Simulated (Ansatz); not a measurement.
# SiO2: the cost of one run

Computed with Ansatz 0.2.0 (DFT PBE, scalar-relativistic, plane waves, PAW, unless a step's input says otherwise).

### 1 Starting point

The structure is trigonal, space group R-3m (No. 166). Conventional cell: a = 3.234 Å, b = 3.234 Å, c = 14.402 Å, α = 90.00°, β = 90.00°, γ = 120.00°. Around Sn (site symmetry -3m) lie 6 O at 2.13 Å. O (site symmetry 3m) is surrounded by 3 Sn at 2.13 Å.

Coordinates:

```cif
data_structure
_symmetry_space_group_name_H-M 'P 1'
_symmetry_Int_Tables_number 1
_cell_length_a 5.1510
_cell_length_b 5.1510
_cell_length_c 5.1510
_cell_angle_alpha 36.594
_cell_angle_beta 36.594
_cell_angle_gamma 36.594
_cell_volume 43.49
loop_
_atom_site_label
_atom_site_type_symbol
_atom_site_fract_x
_atom_site_fract_y
_atom_site_fract_z
_atom_site_occupancy
Sn1 Sn 0.50000 0.50000 0.50000 1
O1 O 0.23717 0.23717 0.23717 1
O2 O 0.76283 0.76283 0.76283 1
```

The structure comes from the Materials Project (structure only).

### 2 One element swapped, cell strained: Sn → Si, first probe

The change: Si takes all sites of Sn, and lengths are scaled by 0.938 as a first guess of the size; strain xx, yy, zz, yz, xz, xy = -0.1, -0.1, +1.4, +0.0, +0.0, +0.0 %; atoms moved by 0.03 Å root mean square, at most 0.04 Å.

File input.yaml:

```yaml
crystal:
  lattice:
    - [1.5147823293, 0.8745599856, 4.5644120735]
    - [-1.5147823293, 0.8745599856, 4.5644120735]
    - [0.0, -1.7491199712, 4.5644120735]
  atoms:
    - { symbol: Si, position: [0.5, 0.5, 0.5] }
    - { symbol: O, position: [0.2397212369, 0.2397212369, 0.2397212369] }
    - { symbol: O, position: [0.7602787631, 0.7602787631, 0.7602787631] }
basis:
  ecutwfc: 420
kpoints:
  mp_grid: { grid: [9, 9, 9] }
hamiltonian:
  xc: pbe
scf:
  occupations: { method: gaussian, width: 0.1 }
output:
  forces: true
  stress: true
  eigenvalues: true
```

Launch:

```
$ ansatz run input.yaml --threads 1 --pin off --max-ram 1331MiB --backend cpu --events-out ev --progress --plain --runs-dir out
```

Q: Estimate wall time and peak memory on 1 thread of an x86-64 CPU, shared host.

About 4.4 s, with a peak of 0.34 GiB.
